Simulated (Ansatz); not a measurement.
Pressure series in RuO2

The reference is RuO2 in the rutile structure (space group P4_2/mnm, No. 136; a = 4.523 Å, c = 3.119 Å).

Cell and atoms are relaxed at each pressure.

Method: PBE/PAW in Ansatz (an electronic-structure program), no SOC.

Candidates:
(a) pressure 100 GPa
(b) pressure 75 GPa
(c) pressure −2 GPa

For the base:

- c/a ratio = 0.690

Order them by c/a ratio, highest first.

(a) pressure 100 GPa (0.734), (b) pressure 75 GPa (0.725), (c) pressure −2 GPa (0.688)

Load acts through the strain it causes; cell and atoms are relaxed under it. Whether these cells are dynamically stable was not tested. Competing high-pressure phases were not computed. No Hubbard U is applied, and correlation can decide whether such a compound is a metal. All final runs are without spin polarisation.
